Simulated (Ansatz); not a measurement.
TiNi: equation of state with PBEsol

TiNi:

```
CELL_PARAMETERS angstrom
2.73580 0.00000 0.00000
0.00000 2.73580 0.00000
0.00000 0.00000 3.58141
ATOMIC_POSITIONS crystal
Ni 0.00000 0.00000 0.00000
Ti 0.50000 0.50000 0.50000
```

The cell comes from a database or a generator and needn't be the stable form of this composition.

```
Program             : Ansatz 0.2.0
Task                : equation of state
Functional          : PBEsol
Potentials or basis : JTH PAW
Cutoff              : 2400 eV
Density cutoff      : 9600 eV
k mesh              : 10 × 10 × 8
Occupations         : fermi-dirac, width 0.05 eV
Spin                : collinear spin, ferromagnetic start
Starting moments    : [1.0, 1.0] μB
```

```
Equilibrium volume                        : 12.94 Å³/atom
Bulk modulus at fixed shape and positions : 172 GPa
Pressure derivative of the bulk modulus   : 4.2
```

Energy against volume, from the lowest point:
```tsv
volume (Å³/atom)	energy (meV/atom)
12.599	4.75
12.867	0.00
13.135	1.39
13.403	8.29
13.671	20.15
13.939	36.44
14.207	56.72
```

All runs of the series together: 5.4 min on 2 threads of Arm Neoverse V2, on a shared host.

Caveat: the cell was scaled at fixed shape and fractional positions, which overstates the stiffness of a crystal with free parameters, most of all of layers and chains.
